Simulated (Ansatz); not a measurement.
Input and command of a calculation in Ansatz (plane waves; scalar-relativistic PAW potentials unless the input names others):

```yaml
crystal:
  lattice:
    - [0.0, 3.8817748727, 3.8817748727]
    - [3.8817748727, 0.0, 3.8817748727]
    - [3.8817748727, 3.8817748727, 0.0]
  atoms:
    - { symbol: Zr, position: [0.125, 0.125, 0.125] }
    - { symbol: Zr, position: [0.625, 0.125, 0.125] }
    - { symbol: Zr, position: [0.125, 0.125, 0.625] }
    - { symbol: Zr, position: [0.125, 0.625, 0.125] }
    - { symbol: O, position: [0.5, 0.5, 0.5] }
    - { symbol: O, position: [0.75, 0.75, 0.75] }
basis:
  ecutwfc: 420
kpoints:
  mp_grid: { grid: [0, 8, 8] }
hamiltonian:
  xc: pbe
scf:
  occupations: { method: gaussian, width: 0.1 }
  max_iter: 50
output:
  forces: true
  eigenvalues: true
  stress: true
```

```bash
ansatz run input.yaml --threads 1 --pin off --max-ram 2560MiB --backend cpu --events-out ev --progress --plain --runs-dir out
```

**Question.** What will the program do with this input?

**Answer.** The program refuses it, because of a mesh with a zero (kpoints.mp_grid.grid: [8, 8, 8] → [0, 8, 8]). With the sound run's settings it is accepted.

Abridged log:
```
Error: invalid value for `kpoints.mp_grid.grid`: each dimension must be in 1..=255
```